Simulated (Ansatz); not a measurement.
**Preparing ZnO (P6_3mc) as a host crystal**

Before any defect goes in: ZnO (P6_3mc) at rest, and how it screens a charge.

Calculated with Ansatz 0.2.0; plane-wave PAW DFT, PBEsol; relaxation of the host's cell and atoms; PAW set soft_1, in the first sound run; inputs show where later runs differ.

Report form: the programs' logs are mostly left out.

## (1) The structure

Symmetry: P6_3mc, No. 186, hexagonal system. The conventional cell has a = 3.237 Å, b = 3.237 Å, c = 5.222 Å, α = 90.00°, β = 90.00°, γ = 120.00°. Nearest to Zn lie 4 O at 1.97 to 1.98 Å. Nearest to O lie 4 Zn at 1.97 to 1.98 Å. Farther neighbours and most contacts between anions are not listed.

## (2) Host cell relaxation

Cell and atoms are relaxed together, until forces and stress fall under their thresholds.

cell/input.yaml

```yaml
crystal:
  lattice:
    - [3.237351, 0.0, 0.0]
    - [-1.6186755, 2.8036282, 0.0]
    - [0.0, 0.0, 5.2220613]
  atoms:
    - { symbol: Zn, position: [0.66666667, 0.33333333, 0.5005917] }
    - { symbol: Zn, position: [0.33333333, 0.66666667, 0.0005917] }
    - { symbol: O, position: [0.66666667, 0.33333333, 0.8797183] }
    - { symbol: O, position: [0.33333333, 0.66666667, 0.3797183] }
basis:
  ecutwfc: 420
  xc_grid: 2
hamiltonian:
  xc: pbesol
  pseudopotentials: { kind: paw, azcp: { folder: soft_1 }, xc_functional: pbe }
kpoints:
  mp_grid: { grid: [10, 10, 6] }
scf:
  occupations: { method: fixed }
  max_iter: 100
relax:
  f_tol: 0.005
  max_steps: 60
  cell: {}
output:
  forces: true
  stress: true
checkpoint:
  write: "../cell.run"
  compress: false
  write_wavefunctions: false
  write_every: 100000
```

The run is started by

```sh
ansatz run input.yaml --threads 32 --pin off --max-ram 84787MiB --backend cuda --events-out ev --progress --plain --runs-dir out --max-vram 78GiB
```

Wall time 2.2 s (1 × NVIDIA GB200 with 32 threads of Arm Neoverse V2, shared host); peak memory 0.98 GiB; 7 s of CPU time.

The steps of the relaxation:

```
step  energy less that of the first step (eV)  largest force component (eV/Å)  pressure (GPa)  volume (Å³)
   1                                   0.0000                          0.0005           -0.75        47.40
   2                                  -0.0008                          0.0003           -0.36        47.27
   3                                  -0.0013                          0.0013            0.01        47.15
  4*                                  -0.0004                          0.0013           -0.01        47.15
```

Relaxation steps marked * repeat the geometry before them on a plane-wave basis chosen anew for their cell, so energy and pressure can jump there.

Forces are held to the 12 operations that the run works with; a distortion that breaks them can't arise in this run.

```
conventional cell, symmetrised  before  after  change
                         a (Å)   3.237  3.231  -0.2 %
                         b (Å)   3.237  3.231  -0.2 %
                         c (Å)   5.222  5.215  -0.1 %
              volume (Å³/atom)   11.85  11.79  -0.5 %
```

Final coordinates:

```xyz
4
Lattice="3.2312 0.0000 0.0000 -1.6156 2.7983 0.0000 0.0000 0.0000 5.2151" Properties=species:S:1:pos:R:3 pbc="T T T"
Zn    1.6156    0.9328    2.6109
Zn    0.0000    1.8656    0.0033
O     1.6156    0.9328    4.5876
O     0.0000    1.8656    1.9800
```

Numbers from this step:

* pressure: -0.01308 GPa

## (3) Dielectric tensors of the host

The response to a uniform electric field gives the electronic dielectric tensor.

This step: plane-wave PAW DFPT, PBEsol; dielectric tensors, Born charges and zone-centre modes of the host; PAW set soft_1 (Ansatz 0.2.0).

eps/input.yaml

```yaml
crystal:
  lattice:
    - [3.2312179553, 0.0, 0.0]
    - [-1.6156089777, 2.7983168345, 0.0]
    - [0.0, 0.0, 5.2151142287]
  atoms:
    - { symbol: Zn, position: [0.6666666667, 0.3333333333, 0.5006413159] }
    - { symbol: Zn, position: [0.3333333333, 0.6666666667, 0.0006413159] }
    - { symbol: O, position: [0.6666666667, 0.3333333333, 0.8796686841] }
    - { symbol: O, position: [0.3333333333, 0.6666666667, 0.3796686841] }
basis:
  ecutwfc: 420
hamiltonian:
  xc: pbesol
  pseudopotentials: { kind: paw, azcp: { folder: soft_1 }, xc_functional: pbe }
kpoints:
  mp_grid: { grid: [9, 9, 5] }
scf:
  occupations: { method: fixed }
  max_iter: 100
phonons:
  method: dfpt
  dielectric: true
  rigid_motions: translations
```

The job ended after 10 s (1 × NVIDIA GB200 with 32 threads; peak memory 2.3 GiB).

Electronic dielectric tensor:

```
5.30 0.00 0.00
0.00 5.30 0.00
0.00 0.00 5.34
```

Static dielectric tensor:

```
10.07  0.00  0.00
 0.00 10.07  0.00
 0.00  0.00 10.93
```

The principal values of the electronic dielectric tensor are 5.30, 5.30 and 5.34. The principal values of the static dielectric tensor are 10.07, 10.07 and 10.93.

## (4) Defect free supercell relaxed in its symmetry

This cell, the one that will hold the defects, is built from the relaxed host. Its coarser k-points can move the atoms a little, so it is relaxed from the symmetric sites, as the reference for the test of stability.

This step: plane-wave PAW DFT, PBEsol; relaxation of the defect-free supercell in its symmetry; PAW set soft_1 (Ansatz 0.2.0).

System of this step: ZnO (P6_3mc). The cell holds 72 atoms: 36 Zn and 36 O. Cell: a = 9.694 Å, b = 9.694 Å, c = 10.430 Å, α = 90.0°, β = 90.0°, γ = 120.0°.

pristine.symmetric/input.yaml

```yaml
crystal:
  lattice:
    - [9.6936538659, 0.0, 0.0]
    - [-4.846826933, 8.3949505034, 0.0]
    - [0.0, 0.0, 10.4302284574]
  atoms:
    - { symbol: Zn, position: [0.2222222222, 0.1111111111, 0.250320658] }
    - { symbol: Zn, position: [0.1111111111, 0.2222222222, 0.000320658] }
    - { symbol: O, position: [0.2222222222, 0.1111111111, 0.439834342] }
    - { symbol: O, position: [0.1111111111, 0.2222222222, 0.189834342] }
    - { symbol: Zn, position: [0.2222222222, 0.1111111111, 0.750320658] }
    - { symbol: Zn, position: [0.1111111111, 0.2222222222, 0.500320658] }
    - { symbol: O, position: [0.2222222222, 0.1111111111, 0.939834342] }
    - { symbol: O, position: [0.1111111111, 0.2222222222, 0.689834342] }
[... 60 atom lines left out ...]
    - { symbol: Zn, position: [0.8888888889, 0.7777777778, 0.750320658] }
    - { symbol: Zn, position: [0.7777777778, 0.8888888889, 0.500320658] }
    - { symbol: O, position: [0.8888888889, 0.7777777778, 0.939834342] }
    - { symbol: O, position: [0.7777777778, 0.8888888889, 0.689834342] }
basis:
  ecutwfc: 420
  xc_grid: 2
hamiltonian:
  xc: pbesol
  pseudopotentials: { kind: paw, azcp: { folder: soft_1 }, xc_functional: pbe }
kpoints:
  mp_grid: { grid: [1, 1, 1] }
scf:
  occupations: { method: fermi_dirac, width: 0.01 }
  max_iter: 100
  lower_state_search: "off"
output:
  forces: true
relax:
  f_tol: 0.015
  max_steps: 60
  escape_saddle: false
checkpoint:
  write: "../pristine.symmetric.run"
  compress: false
  write_wavefunctions: false
  write_every: 100000
```

Elapsed: 1.6 s, on 1 × NVIDIA GB200 with 32 threads; peak memory 1.1 GiB; 4.9 s of CPU time.

Hardly anything moved in the relaxation; the energy changed by under 0.2 meV an atom.

## (5) Defect free supercell relaxed from displaced atoms

This step: plane-wave PAW DFT, PBEsol; relaxation of the defect-free supercell from random displacements, a test of the host's stability; PAW set soft_1 (Ansatz 0.2.0).

pristine.rattled/input.yaml, as its differences from pristine.symmetric/input.yaml of step 4:

```diff
@@ -94,6 +94,6 @@
   f_tol: 0.015
-  max_steps: 60
-  escape_saddle: false
+  max_steps: 120
+  random_displacement: { amplitude: 0.06, seed: 1228 }
 checkpoint:
-  write: "../pristine.symmetric.run"
+  write: "../pristine.rattled.run"
   compress: false
```

Run time: 2.8 s. Hardware: 1 × NVIDIA GB200 with 32 threads; peak memory 1.2 GiB.

The steps of the relaxation:

```
step  energy less that of the first step (eV)  largest force component (eV/Å)
   1                                   0.0000                          1.2851
   2                                  -0.8503                          0.8648
   3                                  -1.4916                          0.0179
   4                                  -1.4916                          0.0180
   5                                  -1.4923                          0.0005
```

The relaxation ends 21 meV an atom lower than the displaced start, with a largest force component of 5.4e-4 eV/Å.

## (6) Host on a dense mesh

This step: plane-wave PAW DFT, PBEsol; single point of the defect-free host, a test of the k-point sampling; PAW set soft_1 (Ansatz 0.2.0).

System of this step: ZnO (P6_3mc). It takes space group P6_3mc (No. 186, hexagonal). Conventional cell: a = 3.231 Å, b = 3.231 Å, c = 5.215 Å, α = 90.00°, β = 90.00°, γ = 120.00°. Nearest to Zn lie 4 O at 1.97 to 1.98 Å. O has 4 Zn at 1.97 to 1.98 Å nearest. Farther neighbours and most contacts between anions are not listed.

dense/input.yaml, as its differences from eps/input.yaml of step 3:

```diff
@@ -12,2 +12,3 @@
   ecutwfc: 420
+  xc_grid: 2
 hamiltonian:
@@ -16,9 +17,11 @@
 kpoints:
-  mp_grid: { grid: [9, 9, 5] }
+  mp_grid: { grid: [10, 10, 6] }
 scf:
-  occupations: { method: fixed }
+  occupations: { method: fermi_dirac, width: 0.01 }
   max_iter: 100
-phonons:
-  method: dfpt
-  dielectric: true
-  rigid_motions: translations
+  lower_state_search: "off"
+checkpoint:
+  write: "../dense.run"
+  compress: false
+  write_wavefunctions: false
+  write_every: 100000
```

The job ended after 1.2 s (1 × NVIDIA GB200 with 32 threads; peak memory 0.95 GiB; 2.4 s of CPU time).

## (7) Defect free supercell at the zone centre

The supercell is run at the zone centre, to see how far that sampling misses the dense mesh.

System of this step: ZnO (P6_3mc). The cell holds 72 atoms: 36 Zn and 36 O. Cell: a = 9.694 Å, b = 9.694 Å, c = 10.430 Å, α = 90.0°, β = 90.0°, γ = 120.0°.

pristine.sampling_gamma/input.yaml, as its differences from pristine.rattled/input.yaml of step 5:

```diff
@@ -90,10 +90,4 @@
   lower_state_search: "off"
-output:
-  forces: true
-relax:
-  f_tol: 0.015
-  max_steps: 120
-  random_displacement: { amplitude: 0.06, seed: 1228 }
 checkpoint:
-  write: "../pristine.rattled.run"
+  write: "../pristine.sampling_gamma.run"
   compress: false
```

It took 1.3 s on 1 × NVIDIA GB200 with 32 threads; peak memory 1 GiB.

## (8) Defect free supercell at the quarter point

The supercell is run at one point off the zone centre, to see how far that sampling misses the dense mesh.

pristine.sampling_quarter/input.yaml, as its differences from pristine.sampling_gamma/input.yaml of step 7:

```diff
@@ -85,3 +85,3 @@
 kpoints:
-  mp_grid: { grid: [1, 1, 1] }
+  mp_grid: { grid: [1, 1, 1], shift: [0.25, 0.25, 0.25] }
 scf:
@@ -91,3 +91,3 @@
 checkpoint:
-  write: "../pristine.sampling_gamma.run"
+  write: "../pristine.sampling_quarter.run"
   compress: false
```

Elapsed: 1.3 s, on 1 × NVIDIA GB200 with 32 threads; peak memory 1.3 GiB; 3 s of CPU time.

## (9) Summary of results

```json
{
  "primitive cell vectors, lengths": "3.231, 3.231, 5.215 Å",
  "electronic dielectric constant": "principal values (5.30, 5.30, 5.34)",
  "static dielectric constant": "principal values (10.07, 10.07, 10.93)",
  "gap on the k-mesh of the response run (PBEsol)": "0.70 eV",
  "supercell relaxed in its symmetry less the displaced and relaxed one": "0.001 eV",
  "energy an atom at the zone centre alone less that on the dense mesh": "0.033 eV",
  "energy an atom at one point at (¼, ¼, ¼) less that on the dense mesh": "-0.009 eV"
}
```

**Reading.** Step 5: The energy fell by 1.492 eV from the randomly displaced start; the atoms end within 0.005 Å of the sites as typed, once the mean shift is taken out. The displaced cell ends within 0.01 eV of the symmetric one relaxed in its symmetry, so no lower structure shows in this supercell. The k-mesh can miss the band edges, so this gap is an upper bound at this level. All at zero temperature.

[Logs are printed without paths, hosts, clocks, repeated set-up lines and the standing remarks that a program may print on its own settings, such as how far it seeks lower states.]

[Hosts, paths, dates, database ids (printed as entryN), source tags and the programs' standing remarks are cut or masked in the printed files.]

[Runs of the host that timed out are not shown.]

[For some hosts the program warned that the k-mesh of the response run may be too coarse for force constants and the static dielectric constant; such warnings are not always shown.]

[The program warned that the k-mesh of a response run behind this text may be too coarse: force constants, and the static dielectric constant and all else formed from them, are not shown converged.]
